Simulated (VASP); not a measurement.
# TiO2 (P4_2/mnm) in VASP: notebook

The runs below take TiO2 through single point, with PBE.

Everything below comes from runs of VASP 6.6.1. Logs are shortened: lines on timing, memory, paths and dates and some standing lists are left out, and cuts for length are marked.

## 1. The undisturbed crystal

It takes space group P4_2/mnm (No. 136, tetragonal). Conventional cell: a = 4.600 Å, b = 4.600 Å, c = 2.959 Å, α = 90.00°, β = 90.00°, γ = 90.00°. Ti (site symmetry mmm) has 6 O at 1.95 to 1.98 Å as nearest neighbours. O (site symmetry m2m) is surrounded by 3 Ti at 1.95 to 1.98 Å.

The cell is a database's computed one.

## 2. Single point, PBE

Input file INCAR:

```
  ADDGRID = False
  ALGO = Normal
  EDIFF = 1E-8
  ENCUT = 900
  GGA = PE
  ISIF = 2
  ISMEAR = 0
  LASPH = True
  LCHARG = False
  LREAL = False
  LWAVE = False
  NBANDS = 33
  NELM = 100
  PREC = Accurate
  SIGMA = 0.05
```

Input file KPOINTS:

```
k-points
0
Gamma
  7 7 11
```

Input file POSCAR:

```
TiO2
1.0
    4.5998373239      0.0000000000      0.0000000000
    0.0000000000      4.5998373239      0.0000000000
    0.0000000000      0.0000000000      2.9592135600
Ti O
2 4
Direct
    0.0158320000      0.0032400000      0.4722370000
    0.5214710000      0.5093840000      0.0048770000
    0.3233600000      0.3195450000      0.4593590000
    0.1957040000      0.8057180000      0.0434810000
    0.7872850000      0.2085030000     -0.0059320000
    0.6699180000      0.6742240000      0.5240680000
```

Potentials or basis: VASP PAW PBE potentials, release 64 (Ti_sv, O).

Launch:

```sh
$ cat potpaw_PBE.64/Ti_sv/POTCAR potpaw_PBE.64/O/POTCAR > POTCAR
$ mpirun -np 1 vasp_std > vasp.out
```

OUTCAR:

```text
EDIFF = 1E-8
   ENCUT = 900
   GGA = PE
   ISIF = 2
   ISMEAR = 0
   LASPH = True
   LREAL = False
   NELM = 100
   PREC = Accurate

 ion  position               nearest neighbor table
   1  0.016  0.003  0.472-   4 1.77   5 2.00   3 2.03   4 2.09   5 2.09   6 2.20
   2  0.521  0.509  0.005-   6 1.75   6 1.84   3 1.84   5 1.85   4 2.03   3 2.05
   3  0.323  0.320  0.459-   2 1.84   1 2.03   2 2.05
   4  0.196  0.806  0.043-   1 1.77   2 2.03   1 2.09
   5  0.787  0.209  0.994-   2 1.85   1 2.00   1 2.09
   6  0.670  0.674  0.524-   2 1.75   2 1.84   1 2.20

  LATTYP: Found a simple tetragonal cell.
 ALAT       =     4.5998373239
 C/A-ratio  =     0.6433300466

  Lattice vectors:

 A1 = (   4.5998373239,   0.0000000000,   0.0000000000)
 A2 = (   0.0000000000,   4.5998373239,   0.0000000000)
 A3 = (   0.0000000000,   0.0000000000,   2.9592135600)

Analysis of symmetry for initial positions (statically):
=====================================================================
 Subroutine PRICEL returns:
 Original cell was already a primitive cell.

 Routine SETGRP: Setting up the symmetry group for a
 simple tetragonal supercell.

 Subroutine GETGRP returns: Found  1 space group operations
 (whereof  1 operations were pure point group operations)
 out of a pool of 16 trial point group operations.

The static configuration has the point symmetry C_1 .

Analysis of symmetry for dynamics (positions and initial velocities):
=====================================================================
 Subroutine PRICEL returns:
 Original cell was already a primitive cell.

 Routine SETGRP: Setting up the symmetry group for a
 simple tetragonal supercell.

 Subroutine GETGRP returns: Found  1 space group operations
 (whereof  1 operations were pure point group operations)
 out of a pool of 16 trial point group operations.

The dynamic configuration has the point symmetry C_1 .

 Subroutine INISYM returns: Found  1 space group operations
 (whereof  1 operations are pure point group operations),
 and found     1 'primitive' translations

----------------------------------------------------------------------------------------

                                     Primitive cell

  volume of cell :      62.6125

  direct lattice vectors                    reciprocal lattice vectors
     4.599837324  0.000000000  0.000000000     0.217398993  0.000000000  0.000000000
     0.000000000  4.599837324  0.000000000     0.000000000  0.217398993  0.000000000
     0.000000000  0.000000000  2.959213560     0.000000000  0.000000000  0.337927622

  length of vectors
     4.599837324  4.599837324  2.959213560     0.217398993  0.217398993  0.337927622

  position of ions in fractional coordinates (direct lattice)
     0.015832000  0.003240000  0.472237000
     0.521471000  0.509384000  0.004877000
     0.323360000  0.319545000  0.459359000
     0.195704000  0.805718000  0.043481000
     0.787285000  0.208503000  0.994068000
     0.669918000  0.674224000  0.524068000

  ion indices of the primitive-cell ions
   primitive index   ion index
                 1           1
                 2           2
                 3           3
                 4           4
                 5           5
                 6           6

----------------------------------------------------------------------------------------

 KPOINTS: k-points

Automatic generation of k-mesh.
 Grid dimensions read from file:
 generate k-points for:    7    7   11

 Generating k-lattice:

  Cartesian coordinates                     Fractional coordinates (reciprocal lattice)
     0.031056999  0.000000000  0.000000000     0.142857143  0.000000000  0.000000000
     0.000000000  0.031056999  0.000000000     0.000000000  0.142857143  0.000000000
     0.000000000  0.000000000  0.030720693     0.000000000  0.000000000  0.090909091

  Length of vectors
     0.031056999  0.031056999  0.030720693

  Shift w.r.t. Gamma in fractional coordinates (k-lattice)
     0.000000000  0.000000000  0.000000000

 Subroutine IBZKPT returns following result:
 ===========================================

 Found    270 irreducible k-points:

 Following reciprocal coordinates:
            Coordinates               Weight
  0.000000  0.000000  0.000000      1.000000
  0.142857  0.000000  0.000000      2.000000
  0.000000  0.142857  0.000000      2.000000
  0.285714  0.000000  0.000000      2.000000
  0.000000  0.285714  0.000000      2.000000
  0.428571  0.000000  0.000000      2.000000
[... 16 lines left out ...]
  0.285714  0.428571  0.000000      2.000000
  0.428571  0.428571  0.000000      2.000000
 [... further k-points ...]
   k-points           NKPTS =    270   k-points in BZ     NKDIM =    270   number of bands    NBANDS=     33
   number of dos      NEDOS =    301   number of ions     NIONS =      6
   total plane-waves  NPLWV =  69120
   dimension x,y,z NGX =    48 NGY =   48 NGZ =   30
   dimension x,y,z NGXF=    96 NGYF=   96 NGZF=   60
   ions per type =               2   4
   NGX,Y,Z   is equivalent  to a cutoff of  17.35, 17.35, 16.85 a.u.
   NGXF,Y,Z  is equivalent  to a cutoff of  34.70, 34.70, 33.71 a.u.
 SYSTEM =  unknown system
   PREC   = accura    normal or accurate (medium, high low for compatibility)
   ISTART =      0    job   : 0-new  1-cont  2-samecut
   ICHARG =      2    charge: 1-file 2-atom 10-const
   ISPIN  =      1    spin polarized calculation?
   LNONCOLLINEAR =      F non collinear calculations
   LSORBIT =      F    spin-orbit coupling
   LASPH  =      T    aspherical Exc in radial PAW
   ENCUT  =  900.0 eV  66.15 Ry    8.13 a.u.  11.25 11.25  7.24*2*pi/ulx,y,z
   NELM   =    100;   NELMIN=  2; NELMDL= -5     # of ELM steps
   EDIFF  = 0.1E-07   stopping-criterion for ELM
   LREAL  =      F    real-space projection
   EDIFFG = 0.1E-06   stopping-criterion for IOM
   NSW    =      0    number of steps for IOM
   IBRION =     -1    ionic relax: 0-MD 1-quasi-New 2-CG
   NFREE  =      0    steps in history (QN), initial steepest desc. (CG)
   ISIF   =      2    stress and relaxation
   ISYM   =      2    0-nonsym 1-usesym 2-fastsym
   POTIM  = 0.5000    time-step for ionic-motion
   TEBEG  =    0.0;   TEEND  =   0.0 temperature during run
   PSTRESS=    0.0 pullay stress
   NELECT =      48.0000    total number of electrons
   NUPDOWN=      -1.0000    fix difference up-down
   EMIN   =  10.00;   EMAX   =-10.00  energy-range for DOS
   EFERMI =   0.00;   METHOD = LEGACY
   ISMEAR =     0;   SIGMA  =   0.05  broadening in eV -4-tet -1-fermi 0-gaus
   EFERMI_NEDOS =   21; number of points for ismear=-14 and -15
   IALGO  =     38    algorithm
   IMIX   =      4    mixing-type and parameters
     AMIX     =   0.40;   BMIX     =  1.00
     AMIX_MAG =   1.60;   BMIX_MAG =  1.00
  volume/ion in A,a.u.               =      10.44        70.42
  Fermi-wavevector in a.u.,A,eV,Ry     =   1.498309  2.831394 30.544140  2.244931
  Thomas-Fermi vector in A             =   2.610085
   LORBIT       =      0    0 simple, 1 ext, 2 COOP (PROOUT), +10 PAW based schemes
   GGA     = PE    functional components
   LHFCALC =     F    Hartree Fock is set to
   AEXX    =    0.0000 exact exchange contribution
   IVDW    =     0    specifies the selected vdW correction
   LEPSILON=     F    determine dielectric tensor
   LRPA    =     F    only Hartree local field effects (RPA)
 non-spin polarized calculation
 Gauss-broadening in eV      SIGMA  =   0.05
  energy-cutoff  :      900.00
  volume of cell :       62.61
 maximum number of plane-waves:      3865
 NGX is ok and might be reduce to    48
   NGX = 23   NGY = 23   NGZ = 15

 number of electron      48.0000001 magnetization

 Free energy of the ion-electron system (eV)
  ---------------------------------------------------
  ext. energy  EPLUGINS =         0.00000000
  ---------------------------------------------------
  free energy    TOTEN  =       -52.59800800 eV

  energy without entropy =      -52.59800800  energy(sigma->0) =      -52.59800800

 E-fermi :   5.2698     XC(G=0): -11.3490

 val. band max:        4.9018224270   @ k =   0.0000   0.0000   0.0000
 cond. band min:       6.7406416138   @ k =   0.0000   0.4286   0.4545
 fundamental gap:      1.8388191869
 Fermi energy:         5.2698022588

 k-point     1 :       0.0000    0.0000    0.0000
  band No.  band energies     occupation
      1     -52.2890      2.00000
      2     -51.4385      2.00000
      3     -28.5836      2.00000
      4     -28.4419      2.00000
      5     -28.4088      2.00000
      6     -27.8298      2.00000
[... 25 lines left out ...]
     32      10.9592      0.00000
     33      12.3039      0.00000

 k-point     2 :       0.1429    0.0000    0.0000
  band No.  band energies     occupation
      1     -52.2890      2.00000
      2     -51.4385      2.00000
      3     -28.5824      2.00000
      4     -28.4409      2.00000
      5     -28.4086      2.00000
      6     -27.8315      2.00000
[... 25 lines left out ...]
     32      10.9021      0.00000
     33      12.4116      0.00000

 k-point     3 :       0.0000    0.1429    0.0000
  band No.  band energies     occupation
      1     -52.2890      2.00000
      2     -51.4385      2.00000
      3     -28.5824      2.00000
      4     -28.4408      2.00000
      5     -28.4086      2.00000
      6     -27.8316      2.00000
[... 25 lines left out ...]
     32      10.8998      0.00000
     33      12.4088      0.00000

 k-point     4 :       0.2857    0.0000    0.0000
  band No.  band energies     occupation
      1     -52.2889      2.00000
      2     -51.4386      2.00000
      3     -28.5797      2.00000
      4     -28.4386      2.00000
      5     -28.4081      2.00000
      6     -27.8355      2.00000
[... 673 lines left out ...]
     32      10.7762      0.00000
     33      11.8030      0.00000

 k-point    23 :       0.2857    0.4286    0.0000
  band No.  band energies     occupation
      1     -52.2889      2.00000
      2     -51.4385      2.00000
      3     -28.5852      2.00000
      4     -28.4407      2.00000
      5     -28.4082      2.00000
      6     -27.8356      2.00000
[... 25 lines left out ...]
     32      11.0037      0.00000
     33      11.6594      0.00000

 k-point    24 :       0.4286    0.4286    0.0000
  band No.  band energies     occupation
      1     -52.2888      2.00000
      2     -51.4385      2.00000
      3     -28.5874      2.00000
      4     -28.4451      2.00000
      5     -28.4085      2.00000
      6     -27.8314      2.00000
[... 25 lines left out ...]
     32      11.0670      0.00000
     33      11.5206      0.00000

 [... further k-points ...]

------------------------ aborting loop because EDIFF is reached ----------------------------------------

  FORCE on cell =-STRESS in cart. coord.  units (eV):
  Direction    XX          YY          ZZ          XY          YZ          ZX
  --------------------------------------------------------------------------------------
  -------------------------------------------------------------------------------------
  Total        5.4030849      5.9491114      8.3478682     -0.2362248     -0.4058165     -3.1509442
  in kB      138.2582713    152.2304144    213.6116379     -6.0447013    -10.3843421    -80.6287699
  external PRESSURE =     168.0334412 kB  Pullay stress =       0.0000000 kB

 VOLUME and BASIS-vectors are now :
 -----------------------------------------------------------------------------
  energy-cutoff  :      900.00
  volume of cell :       62.61
      direct lattice vectors                 reciprocal lattice vectors
     4.599837324  0.000000000  0.000000000     0.217398993  0.000000000  0.000000000
     0.000000000  4.599837324  0.000000000     0.000000000  0.217398993  0.000000000
     0.000000000  0.000000000  2.959213560     0.000000000  0.000000000  0.337927622

 POSITION                                       TOTAL-FORCE (eV/Angst)
 -----------------------------------------------------------------------------------
      0.07282      0.01490      1.39745        -0.384879      2.028312      0.556262
      2.39868      2.34308      0.01443        -1.305493     -1.271731      0.605017
      1.48740      1.46986      1.35934        -3.356884     -2.808501      1.682503
      0.90021      3.70617      0.12867        -0.656026      0.299546     -1.572036
      3.62138      0.95908      2.94166         2.249883     -2.153861      0.520430
      3.08151      3.10132      1.55083         3.453401      3.906234     -1.792176
 -----------------------------------------------------------------------------------
    total drift:                                0.000040      0.000041     -0.000131

  FREE ENERGIE OF THE ION-ELECTRON SYSTEM (eV)
  ---------------------------------------------------
  free  energy   TOTEN  =       -52.5980079959 eV

  energy  without entropy=      -52.5980079959  energy(sigma->0) =      -52.59800800
```

Run time: 18 min. Hardware: 1 thread of Intel Xeon Platinum 8488C (Sapphire Rapids), shared host; peak memory 0.98 GiB.

What came out:

```yaml
Free_energy: -52.5980 eV
Pressure: 16.8 GPa
Largest_force: 5.513 eV/Å
Band_gap_on_the_k_mesh: 1.84 eV, indirect (least direct gap 1.97 eV)
```

Forces on the atoms (eV/Å):
```
Ti  -0.385  2.028  0.556
Ti  -1.305 -1.272  0.605
O   -3.357 -2.809  1.683
O   -0.656  0.300 -1.572
O    2.250 -2.154  0.520
O    3.453  3.906 -1.792
```

Levels at points of the mesh, in eV from the valence-band top:
```tsv
k point	band 21	band 22	band 23	band 24	band 25	band 26	band 27	band 28
(0.00, 0.00, 0.00)	-1.00	-0.88	-0.59	0.00	1.97	2.32	2.57	2.94
```

Caveat: an odd mesh through Γ misses points on the zone boundary, where band edges often lie.

## 3. Single point, PBE

Changes to INCAR since step 2:

```diff
@@ -2,4 +2,4 @@
   ALGO = Normal
-  EDIFF = 1E-8
-  ENCUT = 900
+  EDIFF = 1E-7
+  ENCUT = 520
   GGA = PE
```

Input file KPOINTS:

```
k-points
0
Gamma
  6 6 9
```

POSCAR is that of step 2.

Potentials or basis: VASP PAW PBE potentials, release 64 (Ti_sv, O).

Launch:

```sh
$ cat potpaw_PBE.64/Ti_sv/POTCAR potpaw_PBE.64/O/POTCAR > POTCAR
$ mpirun -np 1 vasp_std > vasp.out
```

It took 3.8 min on 1 thread of Intel Xeon Platinum 8488C (Sapphire Rapids), shared host; peak memory 0.36 GiB.

These settings aren't checked as converged: the numbers below hold their error.

What came out:

- Free energy: -52.5663 eV
- Pressure: 16.7 GPa
- Largest force: 5.522 eV/Å
- Band gap on the k mesh: 1.84 eV, indirect (least direct gap 1.97 eV)

Caveat: an odd mesh through Γ misses points on the zone boundary, where band edges often lie.

## 4. The reference run

An earlier run on the cell as given: functional PBEsol; potentials or basis VASP PAW PBE potentials, release 64 (Ti_sv, O); cutoff 520 eV; k mesh 6 × 6 × 9; occupations fermi-dirac, width 0.05 eV; no spin polarisation.

* Pressure: -2.1 GPa
* Largest force: 0.047 eV/Å
* Band gap on the k mesh: 1.80 eV, direct
